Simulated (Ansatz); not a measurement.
Runs of Ansatz 0.2.0 on Si2Mo. The structure is hexagonal, space group P6_222 (No. 180). Conventional cell: a = 4.585 Å, b = 4.585 Å, c = 6.580 Å, α = 90.00°, β = 90.00°, γ = 120.00°. Around Mo (site symmetry 222) lie 10 Si at 2.57 to 2.67 Å. Si (site symmetry 2) has 5 Si at 2.55 to 2.67 Å and 5 Mo at 2.57 to 2.67 Å as nearest neighbours. Measurements of this composition are mostly on another form, of space group No. 139.

```tsv
task	level	U	cell	k mesh	points for each segment of the path	hubbard projectors	double counting	gap on the mesh (eV)	pressure (GPa)	relaxed volume (Å³/atom)
relaxation of cell and atoms	RPBE	-	relaxed	7 × 7 × 4	-	-	-	0.28	0.0	13.71
band structure	BLYP	-	as given	7 × 7 × 4	10	-	-	0.27	12.6	-
relaxation of cell and atoms	revPBE	-	relaxed	7 × 7 × 4	-	-	-	0.28	0.0	(a)
relaxation of cell and atoms	PBEsol+U	Mo d U = 3 eV	relaxed	5 × 5 × 3	-	ortho-atomic (the default)	fll (the default)	0.95	0.0	13.17
band structure	revPBE	-	as given	7 × 7 × 4	10	-	-	0.28	(b)	-
```

Alike in all rows: potentials or basis Ansatz PAW; no spin polarisation; cutoff (eV) 420; smearing fermi-dirac 0.05 eV.

Question: Estimate the missing entries.

Answer: (a) 13.66; (b) 5.5.

Caveats: the PAW data sets come from PBE, with cores solved anew for the run's functional, which leaves a small shift of forces and pressure; odd divisions of the mesh miss points on the zone boundary, where band edges often lie, so the gap on the mesh can be too wide (some runs); the plane-wave basis is chosen anew once the cell has moved, so the energies of steps on either side of that aren't comparable (some runs); the k mesh misses the band edges, so the gap on the mesh is wider than the one along the path (some runs); the U is typed as a test and isn't derived for this compound (some runs).

A k mesh can miss the band edges, and the runs leave out spin-orbit coupling on Mo.

Runs at the PBE level aren't shown here.
